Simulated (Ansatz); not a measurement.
Theory: DFT, revPBE, plane waves (420 eV) with PAW, scalar-relativistic (Ansatz). (PAW data from PBE, frozen cores regenerated.)

An element in the omega (AlB2-type) structure gives this curve. The cell is scaled uniformly from the relaxed one, with fractional coordinates and shape fixed. Energies are extrapolated to zero smearing, pressures are those at the given smearing. Magnetic state: spin not included.

| V (Å³/atom) | E − E₀ (meV/atom) | P (GPa) |
| --- | --- | --- |
| 14.295 | 208.5 | 39.97 |
| 14.945 | 83.3 | 23.13 |
| 15.595 | 18.3 | 10.10 |
| 16.244 | 0.0 | 0.03 |
| 16.894 | 17.6 | -7.73 |
| 17.544 | 62.8 | -13.66 |
| 18.194 | 129.0 | -18.14 |

(1) Which element is it?
A. iridium
B. rhenium
C. platinum
D. titanium

## Answers

(1) C. Its fit is V₀ = 16.22 Å³/atom, B₀ = 222 GPa, B₀′ = 5.5.
